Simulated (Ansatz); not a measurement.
**Which way does ZrS2 + TiSe2 ⇌ ZrSe2 + TiS2 run?**

Plane-wave DFT in Ansatz with scalar-relativistic PAW potentials, cutoff 420 eV, Γ-centred meshes chosen by cell and gap, Gaussian smearing with energies taken to zero width. Every cell was relaxed (cell and atoms) in a run of its own, within the symmetry of its start. Functional: PBEsol.

Total energies hold large constants for each element; a whole number of eV per atom of each element is taken off below, which cancels in a balanced reaction.

| compound | lowest structure computed | structures tried | V (Å³/atom) | gap on mesh (eV) | E (eV per formula unit, common shift removed) |
| --- | --- | --- | --- | --- | --- |
| ZrS2 | P-3m1 | 1 | 22.36 | 0.77 | -4.1556 |
| TiSe2 | P-3m1 | 1 | 20.74 | 0.00 | -3.7429 |
| ZrSe2 | P-3m1 | 1 | 24.65 | 0.09 | -4.0850 |
| TiS2 | P-3m1 | 2 | 18.30 | 0.00 | -3.7470 |

**Question.** Work out the reaction energy at 0 K.

**Answer.** ΔE = E(ZrSe2) + E(TiS2) − E(ZrS2) − E(TiSe2) = 0.067 eV, or 6.4 kJ per mole of reaction (11.1 meV/atom). The left side is lower: Zr takes S and Ti takes Se. The margin is under 15 meV/atom, within the error of the functional, so another functional could turn the sign. All four are computed as solids; where they are solids at ordinary conditions entropy changes little. A lower structure that wasn't tried would shift the value, and mixed crystals may lie lower than either side.

Each cell of TiS2, TiSe2, ZrS2, ZrSe2 holds layers, and where no dispersion correction was added their binding is poorly described.